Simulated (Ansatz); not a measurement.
**NaCl: the band gap up the ladder of functionals**

The task here is to estimate one member of a computed series from the others.

The runs shown are made with Ansatz 0.2.0. PAW datasets, plane waves. Spin-unpolarised throughout. Whether this structure exists isn't addressed.

### The system as given

The cell was relaxed beforehand with r2SCAN.

The symmetry is F-43m (No. 216, cubic); conventional cell a = 6.175 Å, 29.43 Å³ an atom. Near Na stand 4 Cl at 2.67 Å; near Cl stand 4 Na at 2.67 Å.

The structure in full:

```cif
data_structure
_symmetry_space_group_name_H-M 'P 1'
_symmetry_Int_Tables_number 1
_cell_length_a 4.3661
_cell_length_b 4.3661
_cell_length_c 4.3661
_cell_angle_alpha 60.000
_cell_angle_beta 60.000
_cell_angle_gamma 60.000
_cell_volume 58.85
loop_
_atom_site_label
_atom_site_type_symbol
_atom_site_fract_x
_atom_site_fract_y
_atom_site_fract_z
_atom_site_occupancy
Na1 Na 0.00000 0.00000 0.00000 1
Cl1 Cl 0.25000 0.25000 0.25000 1
```

The first run:

Input file input.yaml:

```yaml
crystal:
  lattice:
    - [0.0, 3.0872727859, 3.0872727859]
    - [3.0872727859, 0.0, 3.0872727859]
    - [3.0872727859, 3.0872727859, 0.0]
  atoms:
    - { symbol: Na, position: [0.0, 0.0, 0.0] }
    - { symbol: Cl, position: [0.25, 0.25, 0.25] }
kpoints:
  mp_grid: { grid: [8, 8, 8] }
  band_path:
    path:
      - [[0.0, 0.0, 0.0], [-0.5, -0.5, 5.455133284596e-17], [-0.375, -0.375, 0.25]]
      - [[-0.375, -5.371267351529e-18, 0.375], [0.0, 0.0, 0.0], [-5.710411897704e-17, 1.357487394437e-17, 0.5], [-0.5, -0.25, 0.25], [-0.5, -0.5, 5.455133284596e-17]]
    npoints: 10
hamiltonian:
  xc: pbe
scf:
  occupations: { method: fermi_dirac, width: 0.02 }
  n_extra_bands: 4
output:
  forces: true
  stress: true
  eigenvalues: true
```

On the command line:

```console
ansatz run input.yaml --threads 2 --pin off --max-ram 2211MiB --backend cpu --events-out ev --progress --plain --runs-dir out
```

Steps of the session up to this table: PBE band path; Single point with r2SCAN; Single point with HSE06; PBE0; Single point with LDA; Quasiparticle levels, G0W0@PBE; One-shot GW from PBE; Single point with DDH-PBE0; r2SCAN0; Hartree-Fock.

One of the session's tables, all rows but one given; the rest of the session is left out.

| level | gap (eV) |
| --- | --- |
| PBE | 4.94 |
| r2SCAN | 5.55 |
| HSE06 | 6.25 |
| PBE0 | 6.99 |
| LDA | 4.54 |
| G0W0@PBE (175 empty bands) | 7.89 |
| G0W0@PBE (436 empty bands) | 8.05 |
| DDH-PBE0 | ? |
| r2SCAN0 | 7.30 |
| Hartree-Fock | 12.97 |

Q: Estimate the row for DDH-PBE0 from the others.

**Answer.** gap (eV): 8.88. In the column «gap (eV)» it lies between G0W0@PBE (436 empty bands) (8.05) and Hartree-Fock (12.97).

Meshes: PBE 8×8×8, r2SCAN 8×8×8, HSE06 6×6×6, PBE0 6×6×6, LDA 8×8×8, DDH-PBE0 6×6×6, r2SCAN0 6×6×6, Hartree-Fock 6×6×6

The gap runs from 4.54 eV (LDA) to 12.97 eV (Hartree-Fock). Against G0W0@PBE, PBE is short by 3.11 eV, at 61 % of it, and r2SCAN 69 %. PBE0 lies 0.74 eV above HSE06, which differs from it by screening the long-range exchange. Hartree-Fock lies above G0W0@PBE by 4.9 eV. G0W0 here is at a finite number of bands, screening cutoff and k mesh, not at the basis limit.

Limits of these values: Warnings in the runs' records: stress scf threshold loose, stress exchange threshold loose.
